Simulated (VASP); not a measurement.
Si: density of states with LDA

The system is Si.

```
Si
1.0
    -2.37137    2.37137    1.32927
     2.37137   -2.37137    1.32927
     2.37137    2.37137   -1.32927
Si
2
Direct
  0.50000 0.50000 0.00000
  0.25000 0.75000 0.50000
```

This isn't the form of Si at room conditions, which is diamond.

```json
{
  "Program": "VASP 6.6.1",
  "Task": "density of states",
  "Functional": "LDA",
  "Potentials or basis": "VASP PAW LDA potentials, release 64 (Si)",
  "Cutoff": "520 eV",
  "k mesh": "11 × 11 × 11",
  "Occupations": "gaussian, width 0.02 eV",
  "Spin": "no spin polarisation",
  "k mesh for the DOS": "17 × 17 × 17",
  "Occupations for the DOS": "tetrahedron",
  "Further INCAR settings": "ALGO = Normal; EDIFF = 1e-06"
}
```

* Valence electrons inside the program's atomic spheres: Si 1.64

Levels at points of the mesh, in eV from the Fermi level:
| k point | band 2 | band 3 | band 4 | band 5 | band 6 | band 7 |
| --- | --- | --- | --- | --- | --- | --- |
| (0.00, 0.00, 0.00) | -2.43 | -2.43 | -1.78 | 1.59 | 7.50 | 9.00 |

States per cell in windows of 1 eV (zero at the Fermi level; states under -8 eV left out):
```csv
from (eV),total,Si1_p,Si2_p,Si1_s,Si2_s,Si1_d,Si2_d
-8.0,0.59,0.03,0.03,0.10,0.10,0.00,0.00
-7.0,0.56,0.05,0.05,0.07,0.07,0.00,0.00
-6.0,0.56,0.06,0.06,0.05,0.05,0.00,0.00
-5.0,0.74,0.09,0.09,0.05,0.05,0.00,0.00
-4.0,0.79,0.11,0.11,0.05,0.05,0.00,0.00
-3.0,0.95,0.15,0.15,0.04,0.04,0.00,0.00
-2.0,0.92,0.16,0.16,0.02,0.02,0.00,0.00
-1.0,0.70,0.11,0.11,0.03,0.03,0.00,0.00
0.0,0.69,0.10,0.10,0.03,0.03,0.00,0.00
1.0,0.76,0.09,0.09,0.04,0.04,0.00,0.00
2.0,0.94,0.10,0.10,0.05,0.05,0.00,0.00
3.0,0.98,0.11,0.11,0.05,0.05,0.00,0.00
4.0,1.06,0.13,0.13,0.05,0.05,0.00,0.00
5.0,1.00,0.14,0.14,0.04,0.04,0.00,0.00
6.0,0.93,0.14,0.14,0.03,0.03,0.00,0.00
7.0,0.73,0.13,0.13,0.02,0.02,0.00,0.00
```

Wall time 72 s on 1 thread of Intel(R) Xeon(R) Platinum 8375C CPU @ 2.90GHz (Ice Lake), with other jobs on the host, peak memory 0.2 GiB.
